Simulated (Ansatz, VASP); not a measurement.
One calculation of LiCl, two programs

```
Li Cl
1.0
     0.00000    2.64170    2.48782
     2.64170    0.00000    2.48782
     2.64170    2.64170    0.00000
Li Cl
1 1
Direct
  0.00000 0.00000 0.00000
  0.50000 0.50000 0.50000
```

Change from the starting cell: strain +0.030 along x and y, -0.030 along z, atoms carried along.

Alike in both runs: task single point; functional PBE; k mesh 8 × 8 × 8; occupations gaussian, width 0.05 eV; no spin polarisation.

|  | VASP | Ansatz |
| --- | --- | --- |
| version | VASP 6.6.1 | Ansatz 0.2.0 |
| potentials or method | VASP PAW PBE potentials, release 64 (Li_sv, Cl) | scalar-relativistic, plane waves, PAW |
| plane-wave cutoff (eV) | 520 | 420 |
| valence electrons in the cell | 10 | 10 |

|  | VASP | Ansatz | Ansatz less VASP |
| --- | --- | --- | --- |
| gap on the k mesh at the Fermi level (eV) | 6.13 | 6.11 | -0.012 |
| least direct gap on the mesh (eV) | 6.13 | 6.11 | -0.012 |

With one functional, cell and mesh, what is left measures potentials, basis and numerics.

 A k mesh can miss the band edges.
